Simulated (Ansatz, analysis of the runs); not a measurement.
# Transmission past a defect: (4,0) C nanotube, B and B in place of neighbours C and C, part 2 of 2

Aim: how much does this defect scatter, and at which energies?

Ansatz 0.2.0; DFT PBE, plane waves, PAW; relaxation of a wire's period (the session's first sound run).

So far. Step 3 (Bands of the perfect wire): At the computed energy nearest the Fermi level there are 3 channels a spin, and the thermal average gives 3.00 G₀. Step 4 (Relaxation of the scattering region): The largest force component on a free atom ends at 0.033 eV/Å, under the limit of 0.06. The first B ends nearest to C at 1.52 Å, C at 1.54 Å and B at 1.67 Å.

## 5. Transmission

This step: DFT PBE, plane waves, PAW; transmission of a junction in a wire (Ansatz 0.2.0).

The cell is now read as a scatterer between two semi-infinite leads, named by two sites one period apart. The scattering states in its self-consistent potential are matched to the leads' states at each energy. One point across is taken, as for a wire in vacuum.

Contents of input.yaml:

```yaml
crystal:
  lattice:
    - [9.932, 0.0, 0.0]
    - [0.0, 9.932, 0.0]
    - [0.0, 0.0, 29.5143822369]
  atoms:
    - { symbol: C, position: [0.330192775, 0.499977252, 0.00029528] }
    - { symbol: C, position: [0.499977252, 0.669761728, 0.00029528] }
    - { symbol: C, position: [0.499977252, 0.330192775, 0.00029528] }
    - { symbol: C, position: [0.669761728, 0.499977252, 0.00029528] }
    - { symbol: C, position: [0.330192775, 0.499977252, 0.047323768] }
    - { symbol: C, position: [0.499977252, 0.669761728, 0.047323768] }
    - { symbol: C, position: [0.499977252, 0.330192775, 0.047323768] }
    - { symbol: C, position: [0.669761728, 0.499977252, 0.047323768] }
    - { symbol: C, position: [0.37990611, 0.620048393, 0.071729675] }
    - { symbol: C, position: [0.37990611, 0.37990611, 0.071729675] }
    - { symbol: C, position: [0.620048393, 0.620048393, 0.071729675] }
    - { symbol: C, position: [0.620048393, 0.37990611, 0.071729675] }
    - { symbol: C, position: [0.37990611, 0.620048393, 0.118746516] }
    - { symbol: C, position: [0.37990611, 0.37990611, 0.118746516] }
    - { symbol: C, position: [0.620048393, 0.620048393, 0.118746516] }
    - { symbol: C, position: [0.620048393, 0.37990611, 0.118746516] }
    - { symbol: C, position: [0.330192775, 0.499977252, 0.143152422] }
    - { symbol: C, position: [0.499977252, 0.669761728, 0.143152422] }
    - { symbol: C, position: [0.499977252, 0.330192775, 0.143152422] }
    - { symbol: C, position: [0.669761728, 0.499977252, 0.143152422] }
    - { symbol: C, position: [0.330192775, 0.499977252, 0.190180911] }
    - { symbol: C, position: [0.499977252, 0.669761728, 0.190180911] }
    - { symbol: C, position: [0.499977252, 0.330192775, 0.190180911] }
    - { symbol: C, position: [0.669761728, 0.499977252, 0.190180911] }
    - { symbol: C, position: [0.37990611, 0.620048393, 0.214586818] }
    - { symbol: C, position: [0.37990611, 0.37990611, 0.214586818] }
    - { symbol: C, position: [0.620048393, 0.620048393, 0.214586818] }
    - { symbol: C, position: [0.620048393, 0.37990611, 0.214586818] }
    - { symbol: C, position: [0.37990611, 0.620048393, 0.261603659] }
    - { symbol: C, position: [0.37990611, 0.37990611, 0.261603659] }
[... 76 atom lines left out ...]
    - { symbol: C, position: [0.620048393, 0.620048393, 0.928872532] }
    - { symbol: C, position: [0.620048393, 0.37990611, 0.928872532] }
    - { symbol: C, position: [0.37990611, 0.620048393, 0.975889373] }
    - { symbol: C, position: [0.37990611, 0.37990611, 0.975889373] }
    - { symbol: C, position: [0.620048393, 0.620048393, 0.975889373] }
    - { symbol: C, position: [0.620048393, 0.37990611, 0.975889373] }
kpoints:
  mp_grid: { grid: [1, 1, 3] }
scf:
  occupations: { method: fermi_dirac, width: 0.05 }
hamiltonian:
  xc: pbe
output:
  transmission:
    e_range: [-1.26, 1.26]
    de: 0.035
    kmesh: [1, 1]
    reduced_basis: true
    leads: [[96, 0]]
  dos: { projected: true, e_range: [-4, 3] }
  write_potential: true
  write_density: true
  volumetric_format: npy
  elf: true
basis:
  ecutwfc: "350 eV"
```

Atom lines that are left out differ too.

On the command line:

```sh
$ ansatz run input.yaml --threads 4 --pin off --max-ram 16384MiB --backend cpu --events-out ev --progress --plain --runs-dir out
```

Run time: 18 min. Hardware: 4 threads of Arm Neoverse V1, shared host; peak memory 6.4 GiB.

This step gave:

| Item | Value |
| --- | --- |
| energy at zero smearing | -27827.8308 eV |
| transmission at the energy nearest the Fermi level, one spin | 1.744 |
| step of the lead's Hamiltonian | 123.2 meV |
| conductance of the junction | 1.744 G₀ |

Transmission, one spin against energy, zero at the Fermi level:

energy (eV), transmission, one spin and a bar from the least value:
```
    -1.26       1.33 ########
    -1.23       1.72 #############
    -1.19       1.53 ##########
    -1.08       2.63 ##########################
    -1.01       2.74 ############################
    -0.91       2.79 #############################
    -0.84       2.75 ############################
    -0.73       2.59 ##########################
    -0.67       2.87 ##############################
    -0.56       2.82 #############################
    -0.49       2.78 #############################
    -0.39       2.73 ############################
    -0.32       2.69 ###########################
    -0.21       2.30 ######################
    -0.14       1.81 ###############
    -0.04       1.72 #############
     0.00       1.74 ##############
     0.04       1.76 ##############
     0.14       1.80 ##############
     0.21       1.86 ###############
     0.32       2.02 ##################
     0.39       2.18 ####################
     0.49       2.42 #######################
     0.56       2.50 #########################
     0.67       0.81 
     0.73       0.88 #
     0.84       0.87 #
     0.91       0.86 #
     1.01       2.29 ######################
     1.08       2.45 ########################
     1.19       2.56 #########################
     1.26       2.59 ##########################
```

Open channels of the lead, one spin against energy, zero at the Fermi level:

| energy (eV) | open channels of the lead, one spin |
| --- | --- |
| -1.26 | 2 |
| -1.19 | 2 |
| -1.12 | 3 |
| -1.05 | 3 |
| -0.98 | 3 |
| -0.91 | 3 |
| -0.84 | 3 |
| -0.77 | 3 |
| -0.70 | 5 |
| -0.63 | 5 |
| -0.59 | 5 |
| -0.53 | 5 |
| -0.46 | 5 |
| -0.39 | 5 |
| -0.32 | 4 |
| -0.24 | 3 |
| -0.17 | 3 |
| -0.10 | 3 |
| -0.04 | 3 |
| 0.00 | 3 |
| 0.04 | 3 |
| 0.10 | 3 |
| 0.17 | 3 |
| 0.24 | 3 |
| 0.32 | 3 |
| 0.39 | 3 |
| 0.46 | 3 |
| 0.53 | 3 |
| 0.59 | 3 |
| 0.63 | 1 |
| 0.70 | 1 |
| 0.77 | 1 |
| 0.84 | 1 |
| 0.91 | 1 |
| 0.98 | 3 |
| 1.05 | 3 |
| 1.12 | 3 |
| 1.19 | 3 |
| 1.26 | 3 |

Projected DOS an atom over height of the atomic layer and energy from the Fermi level.  broadened by a Gaussian of 0.15 eV, since few k-points sample the long cell.

Ten even steps from '0' (0.077 states/eV) to '9' (0.571 states/eV), each cell a mean:
```
0000000000000000000000000000
0001000000000011110001000000
0000000000000010000000000000
0000000010101031120001000000
0000000010101042230101010000
1001010000000042340000000010
2233222302010054451121222233
7787878855342333333365877778
8888877888998822229999878888
3322333356668812217744333322
0000001011112215512111010100
0000000000000114511000000000
1111111010101113321101111111
2222222121112234432212121222
2222232332222233332222232222
3333333433323233332323333232
3443333434445444443444434334
9999999888777566665778888999
9889888889998766667899988998
1221121222233333333332222122
0000000010011111111110000000
1001100110000122221001111101
```
Columns: height of the atomic layer (Å) from 0.00872 to 28.8 (not evenly spaced); rows upwards: energy from the Fermi level (eV) from -3.98 to 1.47.

Valence density in the ca plane at fractional y = 0.369, with atoms of C and B within 0.2 Å of it. It is the smooth field of the valence electrons, not physical close to the nuclei.

Ten even steps from '0' (0.0 e/Å³) to '9' (2.0 e/Å³), each cell a mean:
```
00000000000000000000000000000000000000000000
00000000000000000000000000000000000000000000
00000000000000000000000000000000000000000000
00000000000000000000000000000000000000000000
00000000000000000000000000000000000000000000
00000000000000000000000000000000000000000000
10000111111110001111111110000111111100000111
42001245445531002455432221001354445420002444
73101478998851013789752331002689998731014789
84112588878862114887533431113798888841125888
76434675334675346753112332224664335764346753
67767752112577666631111222345642113677677631
77555763213675445653223432235653124775567632
85222587556863113787667742113786557852236875
84101489999862002689998841013799999841014889
52101366666641001456566631002577777631013666
21000122222210000121122210001222223210001222
00000000000000000000000000000000000000000000
00000000000000000000000000000000000000000000
00000000000000000000000000000000000000000000
00000000000000000000000000000000000000000000
00000000000000000000000000000000000000000000
00000000000000000000000000000000000000000000
00000000000000000000000000000000000000000000
```
Columns run along c (16.0 Å, from fractional 0.27 to 0.82 of the cell), rows up along a (9.9 Å). Atoms in or near the plane, at fractional coordinates: C at (0.36, 0.38), C at (0.36, 0.62), C at (0.40, 0.38), C at (0.40, 0.62), C at (0.50, 0.39), C at (0.49, 0.63), C at (0.55, 0.38), B at (0.55, 0.64), C at (0.65, 0.38), C at (0.65, 0.62), C at (0.69, 0.38), C at (0.69, 0.62), C at (0.79, 0.38), C at (0.79, 0.62).

ELF in the ca plane at fractional y = 0.369, with atoms of C and B within 0.2 Å of it. It is the smooth field of the valence electrons, not physical close to the nuclei.

Values, 13 rows by 16 columns, each cell a mean:
```
0.00 0.00 0.00 0.00 0.00 0.00 0.00 0.00 0.00 0.00 0.00 0.00 0.00 0.00 0.00 0.00
0.01 0.01 0.01 0.01 0.02 0.02 0.02 0.01 0.06 0.04 0.01 0.01 0.01 0.01 0.01 0.01
0.12 0.06 0.14 0.09 0.14 0.07 0.20 0.10 0.33 0.14 0.11 0.09 0.12 0.08 0.09 0.12
0.44 0.18 0.58 0.51 0.52 0.17 0.61 0.55 0.55 0.23 0.45 0.51 0.55 0.28 0.32 0.55
0.49 0.24 0.46 0.67 0.50 0.20 0.45 0.80 0.30 0.24 0.48 0.57 0.50 0.36 0.40 0.52
0.67 0.48 0.67 0.56 0.71 0.46 0.70 0.50 0.66 0.40 0.63 0.58 0.63 0.55 0.59 0.61
0.60 0.69 0.56 0.25 0.61 0.71 0.62 0.26 0.56 0.53 0.60 0.36 0.48 0.64 0.62 0.44
0.59 0.35 0.56 0.65 0.59 0.24 0.53 0.70 0.55 0.28 0.53 0.58 0.56 0.47 0.51 0.56
0.52 0.22 0.57 0.70 0.59 0.15 0.60 0.70 0.55 0.18 0.54 0.63 0.58 0.37 0.41 0.60
0.36 0.13 0.46 0.33 0.41 0.09 0.38 0.26 0.45 0.11 0.38 0.38 0.44 0.23 0.26 0.43
0.07 0.04 0.07 0.04 0.07 0.04 0.07 0.03 0.08 0.03 0.07 0.05 0.07 0.05 0.06 0.07
0.01 0.01 0.01 0.00 0.01 0.01 0.01 0.00 0.01 0.00 0.00 0.00 0.01 0.01 0.01 0.00
0.00 0.00 0.00 0.00 0.00 0.00 0.00 0.00 0.00 0.00 0.00 0.00 0.00 0.00 0.00 0.00
```
Columns run along c (16.0 Å, from fractional 0.27 to 0.82 of the cell), rows up along a (9.9 Å). Atoms in or near the plane, at fractional coordinates: C at (0.36, 0.38), C at (0.36, 0.62), C at (0.40, 0.38), C at (0.40, 0.62), C at (0.50, 0.39), C at (0.49, 0.63), C at (0.55, 0.38), B at (0.55, 0.64), C at (0.65, 0.38), C at (0.65, 0.62), C at (0.69, 0.38), C at (0.69, 0.62), C at (0.79, 0.38), C at (0.79, 0.62).

Electrostatic potential energy in the ca plane at fractional y = 0.369, with atoms of C and B within 0.2 Å of it. With pseudopotentials it is smooth inside the atoms' cores, unlike the true potential.

Values in eV, 13 rows by 16 columns, each cell a mean:
```
  4   4   4   4   4   4   4   4   4   4   4   4   4   4   4   4
  4   4   4   4   4   4   4   4   4   4   4   4   4   4   4   4
  4   4   4   4   4   3   3   3   3   3   3   3   4   4   4   4
  1   2  -2  -2  -1   2  -4  -3  -8   2   0  -2  -2   2   1  -2
-19  -2 -45 -35 -28  -1 -44 -29 -43  -1 -18 -39 -46  -6  -9 -43
-20  -9 -28 -18 -23  -8 -26 -10 -16  -4 -17 -23 -28 -12 -14 -27
-35 -26 -18  -3 -30 -19 -21  -2 -11 -13 -29  -5 -11 -32 -34  -8
-20  -5 -40 -31 -28  -3 -37 -32 -37  -3 -18 -35 -40  -9 -11 -39
-13  -1 -31 -22 -19   0 -21 -19 -27   0 -12 -28 -34  -4  -6 -32
  2   3   2   2   2   3   2   2   2   3   2   1   1   3   3   1
  4   4   4   4   4   4   4   4   4   4   4   4   4   4   4   4
  4   4   4   4   4   4   4   4   4   4   4   4   4   4   4   4
  4   4   4   4   4   4   4   4   4   4   4   4   4   4   4   4
```
Columns run along c (16.0 Å, from fractional 0.27 to 0.82 of the cell; values clipped at the 3rd and 97th percentile), rows up along a (9.9 Å). Atoms in or near the plane, at fractional coordinates: C at (0.36, 0.38), C at (0.36, 0.62), C at (0.40, 0.38), C at (0.40, 0.62), C at (0.50, 0.39), C at (0.49, 0.63), C at (0.55, 0.38), B at (0.55, 0.64), C at (0.65, 0.38), C at (0.65, 0.62), C at (0.69, 0.38), C at (0.69, 0.62), C at (0.79, 0.38), C at (0.79, 0.62).

By hand: the program gives 1.3697 × 10^14 S/m² over the cell's cross-section of 98.64 Å² = 9.864 × 10^-19 m², so one cell conducts 1.351 × 10^-4 S. Divided by G0 = 2e²/h = 7.748 × 10^-5 S this is 1.74 G0, a resistance of 7.40 kΩ.

The conductance is 1.74 G₀, with 3 channels a spin open in the lead. The lead's Hamiltonian steps by 123.2 meV, which the program calls too much for a lead. The largest term of the program's error estimate is 8 %, from the steps of its leads' Hamiltonians or their offsets.

## 6. Landauer integrals

This step: Landauer integrals over the computed T(E), interpolated linearly between its energies (analysis of the runs above).

Conductance and thermopower are moments of T(E) over the thermal window; sliding the window along E stands for a gate that leaves T(E) rigid.

Numbers from this step:

- conductance at 300 K, interpolated from T(E): 1.744 G₀
- thermopower at 300 K: -1.325 μV/K
- Lorenz number over L0: 1.013

T(E) held rigid; rough near sharp steps of T(E). The conductance at 300 K by shift of the leads' level:

| shift of the leads' level (eV) | conductance at 300 K (G₀) |
| --- | --- |
| -0.900 | 2.77 |
| -0.800 | 2.68 |
| -0.750 | 2.66 |
| -0.650 | 2.84 |
| -0.550 | 2.81 |
| -0.450 | 2.76 |
| -0.400 | 2.73 |
| -0.300 | 2.62 |
| -0.200 | 2.21 |
| -0.150 | 1.94 |
| -0.050 | 1.73 |
| 0.050 | 1.76 |
| 0.150 | 1.81 |
| 0.200 | 1.86 |
| 0.300 | 2.00 |
| 0.400 | 2.21 |
| 0.450 | 2.32 |
| 0.550 | 2.30 |
| 0.650 | 1.09 |
| 0.750 | 0.882 |
| 0.800 | 0.885 |
| 0.900 | 1.14 |

T(E) held rigid; rough near sharp steps of T(E). Thermopower at 300 K against shift of the leads' level:

shift of the leads' level (eV), thermopower at 300 K (μV/K) and a bar from the least value:
```
   -0.900        0.7 ##############
   -0.800        2.5 ##############
   -0.750       -2.3 #############
   -0.650       -1.9 #############
   -0.550        1.5 ##############
   -0.450        1.3 ##############
   -0.400        1.8 ##############
   -0.300        6.5 ################
   -0.200       17.5 ###################
   -0.150       16.5 ##################
   -0.050        1.2 ##############
    0.050       -1.7 #############
    0.150       -2.9 #############
    0.200       -4.2 #############
    0.300       -6.7 ############
    0.400       -7.1 ############
    0.450       -5.4 ############
    0.550       18.0 ###################
    0.650       56.7 ##############################
    0.750        1.6 ##############
    0.800       -3.5 #############
    0.900      -47.9
```

The two levels move by half the bias each and T(E) is held rigid. Table of current from the zero-bias T(E) by bias:

| bias (V) | current from the zero-bias T(E) (μA) |
| --- | --- |
| 0.000 | 0 |
| 0.100 | 13.5 |
| 0.200 | 27.2 |
| 0.300 | 41.3 |
| 0.400 | 56.4 |
| 0.500 | 72.8 |
| 0.600 | 90.2 |
| 0.700 | 108 |
| 0.800 | 127 |
| 0.900 | 147 |
| 1.000 | 167 |
| 1.100 | 187 |
| 1.200 | 206 |
| 1.300 | 222 |
| 1.400 | 237 |
| 1.500 | 251 |
| 1.600 | 264 |
| 1.700 | 278 |
| 1.800 | 293 |
| 1.900 | 309 |

By hand, Mott's formula: S = −(π²k²T/3e) d ln T/dE, and π²k²T/3e = 7.33 μV/K × eV at 300 K. The computed T is 1.70 at -0.070 eV and 1.77 at +0.070 eV, so d ln T/dE ≈ 0.291 per eV and S ≈ -2.14 μV/K, against -1.33 from the integrals.

The thermopower is -1.33 μV/K. The Lorenz ratio is 1.01, where the Wiedemann-Franz law gives 1. Moving the level by up to 0.1 eV either way gives -2.0 to 8.3 μV/K.

## 7. Summary of results

| Quantity | Value |
| --- | --- |
| conductance of the perfect wire | 3.00 G₀ |
| conductance, B and B in place of neighbours C and C | 1.74 G₀ |
| thermopower, B and B in place of neighbours C and C | -1.33 μV/K |

In words: Summed over the computed window, 71 % of the lead's open channels pass the defect; the conductance at 300 K is 1.74 G₀. With B and B in place of neighbours C and C, 58 % of the conductance of that run's own lead (3.00 G₀) is left. Transport is coherent and elastic here: the atoms are frozen, so scattering by vibrations plays no part. The free region is short: held atoms still bear up to 1.3 eV/Å after a relaxation. In 1 run the program finds the step of the lead's Hamiltonian too large, so longer leads may change the transmission. A cutoff under the files' recommended one was taken to save time; its effect on T(E) was not tested here.

[Logs are printed without paths, hosts, clocks, repeated set-up lines and the standing remarks that a program may print on its own settings, such as how far it seeks lower states.]

[Hosts, paths, dates, database ids (printed as entryN), source tags and the programs' standing remarks are cut or masked in the printed files.]
